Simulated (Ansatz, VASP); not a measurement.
**One calculation of AlN, two programs**

```
Al N
1.0
     3.37092    0.00000    0.00000
    -1.68546    2.91931    0.00000
     0.00000    0.00000    4.29023
Al N
2 2
Direct
  0.33333 0.66667 0.75000
  0.66667 0.33333 0.25000
  0.33333 0.66667 0.25000
  0.66667 0.33333 0.75000
```

Alike in both runs: task relaxation of shape and atoms at fixed volume; functional PBE; k mesh 9 × 9 × 6; occupations gaussian, width 0.02 eV; no spin polarisation.

|  | VASP | Ansatz |
| --- | --- | --- |
| version | VASP 6.6.1 | Ansatz 0.2.0 |
| potentials or method | VASP PAW PBE potentials, release 64 (Al, N) | scalar-relativistic, plane waves, PAW |
| plane-wave cutoff (eV) | 600 | 420 |
| valence electrons in the cell | 16 | 16 |

VASP gave:

| Item | Value |
| --- | --- |
| gap on the k mesh at the Fermi level, each at its own relaxed structure (eV) | 2.76 |
| relaxed volume (Å³/atom) | 10.55 |
| relaxed cell length with the largest relative difference (Å) | 4.328 |

Question: What did Ansatz give for the same quantities?

Answer: gap on the k mesh at the Fermi level, each at its own relaxed structure (eV): 2.76; relaxed volume (Å³/atom): 10.55; relaxed cell length with the largest relative difference (Å): 4.321.

Expect the measured gap to be larger: semilocal functionals such as PBE lack the derivative discontinuity.
